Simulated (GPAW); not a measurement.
# Cl (Cmce) in GPAW: equation of state

How stiff is Cl in PBEsol, and what volume does it want? The cell is scaled to several volumes.

All numbers are computed with GPAW 26.7.0; they aren't measurements. Logs are shortened: lines on timing, memory, paths and dates and some standing lists are left out, and cuts for length are marked. The log counts tension as positive stress, the text compression.

## Step 1: Starting point

It takes space group Cmce (No. 64, orthorhombic). The conventional cell has a = 6.290 Å, b = 4.500 Å, c = 8.210 Å, α = 90.00°, β = 90.00°, γ = 90.00°. Around Cl (site symmetry m) lie 1 Cl at 2.02 Å.

## Step 2: Equation of state, PBEsol

The input, run.py:

```python
from ase import Atoms
from ase.eos import EquationOfState
from ase.io import Trajectory
from ase.units import GPa
from ase.parallel import parprint
from gpaw import GPAW, PW, setup_paths

setup_paths.insert(0, '.')

atoms = Atoms(['Cl', 'Cl', 'Cl', 'Cl'],
              cell=[[3.145, -2.25, 0.0],
                    [3.145, 2.25, 0.0],
                    [0.0, 0.0, 8.21]],
              scaled_positions=[[0.37, 0.63, 0.4],
                                [0.13, 0.87, 0.9],
                                [0.63, 0.37, 0.6],
                                [0.87, 0.13, 0.1]],
              pbc=True)

traj = Trajectory('eos.traj', 'w')
volumes, energies = [], []
for x in [0.94, 0.96, 0.98, 1.0, 1.02, 1.04, 1.06]:
    a = atoms.copy()
    a.set_cell(atoms.cell * x**(1 / 3), scale_atoms=True)
    calc = GPAW(mode=PW(600),
                xc='PBEsol',
                kpts={'size': (7, 7, 4), 'gamma': True},
                occupations={'name': 'fermi-dirac', 'width': 0.05},
                nbands=26,
                convergence={'density': 1e-05, 'energy': 1e-05},
                maxiter=150,
                txt=f'eos-{x:.2f}.txt')
    a.calc = calc
    energies.append(a.get_potential_energy(force_consistent=True))
    volumes.append(a.get_volume())
    p = -a.get_stress()[:3].mean() / GPa
    calc.write(f'eos-{x:.2f}.gpw')
    traj.write(a)
    parprint(f'{x:.2f} {volumes[-1]:10.4f} A^3 {energies[-1]:14.6f} eV {p:9.3f} GPa', flush=True)

v0, e0, B = EquationOfState(volumes, energies, eos='birchmurnaghan').fit()
parprint(f'V0 = {v0:.4f} A^3, E0 = {e0:.6f} eV, B0 = {B / GPa:.2f} GPa')
```

Potentials or basis: PAW data sets generated in the run's folder for this functional, pw.

The run is started by

```bash
$ gpaw-setup -f PBEsol Cl
$ OMP_NUM_THREADS=1 mpirun -n 4 gpaw python run.py
```

The log of the run:

```text
__  _  _
 | _ |_)|_||  |
 |__||  | ||/\| - 26.7.0

Input parameters:
  mode=PW(ecut=600.0),
  convergence={'density': 1e-05, 'energy': 1e-05},
  kpts=MonkhorstPack(size=(7, 7, 4), gamma=True),
  maxiter=150,
  nbands=26,
  occupations=Occupations(name='fermi-dirac', width=0.05),
  xc=XC(name='PBEsol')

Diagonalizing LCAO Hamiltonian
Converting LCAO to pw mode

         Cl

        Cl
        Cl

       Cl

Atoms  # Å, Bohr magnetons
|   | symbol |        x |         y |        z |    initial magnetic moments |
|---|--------|----------|-----------|----------|-----------------------------|
| 0 |     Cl | 3.080798 |  0.573058 | 3.216961 | ( 0.0000,  0.0000,  0.0000) |
| 1 |     Cl | 3.080798 |  1.631011 | 7.238162 | ( 0.0000,  0.0000,  0.0000) |
| 2 |     Cl | 3.080798 | -0.573058 | 4.825441 | ( 0.0000,  0.0000,  0.0000) |
| 3 |     Cl | 3.080798 | -1.631011 | 0.804240 | ( 0.0000,  0.0000,  0.0000) |

Unit cell  # Å
| periodic |        x |         y |        z |  lengths |    angles |
|----------|----------|-----------|----------|----------|-----------|
|      yes | 3.080798 | -2.204069 | 0.000000 | 3.788039 | 90.000000 |
|      yes | 3.080798 |  2.204069 | 0.000000 | 3.788039 | 90.000000 |
|      yes | 0.000000 |  0.000000 | 8.042402 | 8.042402 | 71.161476 |

Number of symmetries: 4
Symmetry operations  # r_c * U_cc + t_c -> r_c
|   | kind |            matrix            |
|---|------|------------------------------|
| 0 |  E   |  1, 0, 0,  0, 1, 0,  0, 0, 1 |
| 1 |  C2  |  0, 1, 0,  1, 0, 0,  0, 0,-1 |
| 2 |  σ   |  0,-1, 0, -1, 0, 0,  0, 0, 1 |
| 3 |  i   | -1, 0, 0,  0,-1, 0,  0, 0,-1 |

BZ-sampling:
  Number of BZ points: 196
  Number of IBZ points: 60

  Monkhorst-Pack size: [7, 7, 4]
  Monkhorst-Pack shift: [0.0, 0.0, 0.125]

K-points  # in reciprocal-cell coordinates
|     |                                coordinates |     weight |
|-----|--------------------------------------------|------------|
|   0 | (  0.00000000,   0.00000000,   0.00000000) | 0.00510204 |
|   1 | (  0.00000000,   0.00000000,   0.25000000) | 0.01020408 |
|   2 | (  0.00000000,   0.00000000,   0.50000000) | 0.00510204 |
|   3 | (  0.14285714,  -0.14285714,  -0.25000000) | 0.01020408 |
|   4 | (  0.14285714,  -0.14285714,   0.00000000) | 0.01020408 |
|   5 | (  0.14285714,  -0.14285714,   0.25000000) | 0.01020408 |
|   6 | (  0.14285714,  -0.14285714,   0.50000000) | 0.01020408 |
|   7 | (  0.14285714,   0.00000000,  -0.25000000) | 0.02040816 |
|   8 | (  0.14285714,   0.00000000,   0.00000000) | 0.02040816 |
|   9 | (  0.14285714,   0.00000000,   0.25000000) | 0.02040816 |
| ... |                                            |            |
|  59 | (  0.42857143,   0.42857143,   0.50000000) | 0.01020408 |

Plane wave coefficients: 3668
Cutoff: 600.0 eV

Spin-components: 1 (collinear spins)
Bands:           26
Projectors:      20
Spin-degeneracy: 2
Datatype:        complex128

Parallelization:
  kpt:    4
  domain: 1
  band:   1

Density:
  Valence electrons: 28.0
  Components: 1
  Grid points: [24 24 48]
  Charge: 0.0  # |e|

Potential:
  Grid points: [24 24 48]

species:
  Cl:
    name:    Chlorine
    Z:       17.0
    valence: 7
    core:    10
    charge:  0.0  # [|e|]
    compensation charges:
      type: gauss
      rc: 0.25  # [Å]
      lmax: 2
    cutoffs:
      filter: 1.40  # [Å]
      core: 1.49  # [Å]
    projectors
    | kind |    occ | energy [eV] | rcut [Å] |
    |------|--------|-------------|----------|
    |   3s |  2.000 |     -20.615 |    0.794 |
    |   3p |  5.000 |      -8.561 |    0.794 |
    |    s |        |       6.597 |    0.794 |
    |    p |        |      18.651 |    0.794 |
    |    d |        |       0.000 |    0.794 |

    Using partial waves for Cl as LCAO basis

Reference energy: -50144.416757  # eV

eigensolver:
  PPCG
  Converge bands: occupied
  niter=2

density mixing:
  MSR1-Mixer
  Pratt-step length: 0.05
  Maximum mixing coefficient: 0.75
  Old densities: 10
  SVD Regularization: 0.005
  Good broyden scale: 1.0
  Trust region scale: 1.0
  Backstep threshold: 4.0
  History deletion threshold: 6.0
  Fourier metric: weight=20.0, sigma=0.015

occupation numbers:
  Fermi-Dirac:
    width: 0.0500  # eV

poisson solver:
  ecut: 4800.0  # eV

xc functional:
  name: PBEsol with 2 nearest neighbor stencil

convergence criteria:
- Maximum integral of absolute [dens]ity change: 1e-05 electrons / valence electron
- Maximum [total energy] change in last 3 cyles: 1e-05 eV / valence electron
- Maximum integral of absolute [eigenst]ate change: 4e-08 eV^2 / valence electron
maximum number of iterations: 150

SCF iterations
|iter     | |      energy | eigst |  dens |
|---------|-|-------------|-------|-------|
|iter:   1| |   -8.246993 | +0.04 |       |
|iter:   2| |   -8.223547 | -1.66 | -1.08 |
|iter:   3| |   -7.787242 | -1.91 | -1.10 |
|iter:   4| |   -7.758429 | -2.52 | -1.67 |
|iter:   5| |   -7.758166 | -4.23 | -2.35 |
|iter:   6| |   -7.758268c| -5.26 | -2.63 |
|iter:   7| |   -7.758274c| -6.32 | -3.39 |
|iter:   8| |   -7.758274c| -7.66c| -4.20 |
|iter:   9| |   -7.758274c| -7.82c| -4.68 |
|iter:  10| |   -7.758274c| -8.62c| -5.64c|

Converged in 10 steps
Energy contributions relative to reference atoms: (reference = -50144.416757)

Energy contributions:
  Kinetic:           8.016459
  Coulomb:          -6.292384
  Zero:              0.183201
  External:          0.000000
  Xc:               -9.665551
  Entropy:          -0.000000
  Spinorbit:         0.000000
  ----------------------------
  Free energy:      -7.758274
  Extrapolated:     -7.758274

dipole moment: (0.000014, 0.000000, 0.000019)  # |e|*Ang

Fermi level: 1.918
Eigenvalues  # (at kpt = [0.000, 0.000, 0.000])
| band index |      eig [eV] | occ [0-2] |
|------------|---------------|-----------|
|          0 |       -16.722 |     2.000 |
|        ... |               |           |
|          6 |        -2.547 |     2.000 |
|          7 |        -2.406 |     2.000 |
|          8 |        -2.019 |     2.000 |
|          9 |        -2.007 |     2.000 |
|         10 |        -0.476 |     2.000 |
|         11 |        -0.140 |     2.000 |
[... 8 lines left out ...]
|         20 |        10.428 |     0.000 |
|         21 |        10.483 |     0.000 |
|        ... |               |           |
|         25 |        12.524 |     0.000 |

Gap: 2.649 eV
Transition (v -> c):
  (s=0, k=34, n=13, [0.43, -0.43, 0.00]) -> (s=0, k=8, n=14, [0.14, 0.00, 0.00])
Direct/indirect transitions are different
Direct gap: 2.715 eV
Transition at: (s=0, k=0, n=13, [0.00, 0.00, 0.00])

Stress tensor  # eV/Ang^3
|         x |         y |         z |
|-----------|-----------|-----------|
| -0.001906 |  0.000000 |  0.000000 |
|  0.000000 | -0.004381 | -0.000000 |
|  0.000000 | -0.000000 | -0.011830 |

# Writing to eos-0.94.gpw (mode='')
```

stdout:

```text
0.94   109.2205 A^3      -7.758274 eV     0.968 GPa
0.96   111.5443 A^3      -7.769456 eV     0.288 GPa
0.98   113.8682 A^3      -7.771223 eV    -0.318 GPa
1.00   116.1920 A^3      -7.764594 eV    -0.859 GPa
1.02   118.5159 A^3      -7.750623 eV    -1.340 GPa
1.04   120.8397 A^3      -7.729952 eV    -1.770 GPa
1.06   123.1635 A^3      -7.703359 eV    -2.153 GPa
V0 = 113.1667 A^3, E0 = -7.771605 eV, B0 = 29.02 GPa
```

eos-0.96.txt:

```text
SCF iterations
|iter     | |      energy | eigst |  dens |
|---------|-|-------------|-------|-------|
|iter:   1| |   -8.273197 | +0.02 |       |
|iter:   2| |   -8.246281 | -1.68 | -1.07 |
|iter:   3| |   -7.798828 | -1.90 | -1.10 |
|iter:   4| |   -7.769627 | -2.51 | -1.67 |
|iter:   5| |   -7.769350 | -4.22 | -2.35 |
[... 50 lines left out ...]
  (s=0, k=34, n=13, [0.43, -0.43, 0.00]) -> (s=0, k=8, n=14, [0.14, 0.00, 0.00])
Direct/indirect transitions are different
Direct gap: 2.634 eV
Transition at: (s=0, k=0, n=13, [0.00, 0.00, 0.00])

Stress tensor  # eV/Ang^3
|         x |         y |         z |
|-----------|-----------|-----------|
| -0.001330 |  0.000000 |  0.000000 |
|  0.000000 | -0.000133 |  0.000000 |
|  0.000000 |  0.000000 | -0.003922 |

# Writing to eos-0.96.gpw (mode='')
```

Wall time 62 s (4 MPI ranks of AMD EPYC 9R45 (Zen 5), shared host); peak memory 0.34 GiB.

What came out:

```yaml
Equilibrium_volume: 28.29 Å³/atom
Bulk_modulus_at_fixed_shape_and_positions: 29 GPa
Pressure_derivative_of_the_bulk_modulus: 4.6
```

Energy against volume, from the lowest point:
```
volume (Å³/atom)  energy (meV/atom)
          27.305               3.24
          27.886               0.44
          28.467               0.00
          29.048               1.66
          29.629               5.15
          30.210              10.32
          30.791              16.97
```

Caveat: the cell was scaled at fixed shape and fractional positions, which overstates the stiffness of a crystal with free parameters, most of all of layers and chains.
